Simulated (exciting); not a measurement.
## PtS2 under changes of volume

One of the cells (18.261 Å³/atom); the others are scaled copies at fixed shape and fractional positions:

```
CELL_PARAMETERS angstrom
3.54320 0.00000 0.00000
-1.77160 3.06850 0.00000
0.00000 0.00000 5.03880
ATOMIC_POSITIONS crystal
Pt 0.00000 0.00000 0.00000
S 0.66667 0.33333 0.77300
S 0.33333 0.66667 0.22700
```

- Program: exciting (release sodium)
- Functional: PBEsol
- Potentials or basis: all-electron LAPW+lo, shipped species files, valence relativity iora*
- rgkmax: 7.5
- k mesh: 9 × 9 × 5
- Occupations: fermi-dirac, width 0.05 eV
- Spin: no spin polarisation

```tsv
volume (Å³/atom)	energy over the lowest point (meV/atom)	gap on the mesh (eV)
17.165	93.65	1.01
17.531	61.28	0.99
17.896	38.15	0.97
18.261	?	?
18.626	4.32	0.93
18.992	0.00	0.91
19.357	1.03	0.89
```

Q: What does the run at 18.261 Å³/atom give?

A: Energy over the lowest point 17.93 meV/atom; gap on the mesh 0.95 eV.

Worked out: A Birch-Murnaghan fit of order 3 (a polynomial in V^(-2/3)) to the other rows has its minimum at 19.10 Å³/atom with B0 = V·E''(V) = 166 GPa (rough, since the energies scatter) at fixed shape and positions, which overstates the stiffness. It gives 17.73 meV/atom at 18.261 Å³/atom, against the run's 17.93. A straight line through the other rows of the gap, of slope -0.999 eV per unit of ln V, gives 0.95 eV, against the run's 0.95.

Energies are extrapolated to zero smearing.

Caveats: spin-orbit coupling is left out, which moves the levels of the heavy elements; an odd mesh through Γ misses points on the zone boundary, where band edges often lie.
